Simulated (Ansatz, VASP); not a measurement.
Pd in VASP and in Ansatz

```xyz
1
Lattice="0.0000 1.9375 1.9375 1.9375 0.0000 1.9375 1.9375 1.9375 0.0000" Properties=species:S:1:pos:R:3 pbc="T T T"
Pd    0.0000    0.0000    0.0000
```

Alike in both runs: functional PBEsol; k mesh 18 × 18 × 18; occupations gaussian, width 0.1 eV; no spin polarisation.

Ansatz relaxed the structure, and its values are those at the end. VASP's run is a single point on that final structure, the one shown.

|  | VASP | Ansatz |
| --- | --- | --- |
| version | VASP 6.6.1 | Ansatz 0.2.0 |
| potentials or method | VASP PAW PBE potentials, release 64 (Pd) | scalar-relativistic, plane waves, PAW |
| plane-wave cutoff (eV) | 520 | 420 |
| valence electrons in the cell | 10 | 18 |

|  | VASP | Ansatz | Ansatz less VASP |
| --- | --- | --- | --- |
| gap on the k mesh at the Fermi level (eV) | none | none | - |
| pressure (GPa) | -0.3 | 0.0 | +0.34 |

A gap of «none» marks a metal or a gap that the smearing closes. The two sets of potentials don't hold the same shells in valence.

Caveats: the PAW data sets were made with another functional, which shifts forces and pressure a little (VASP).
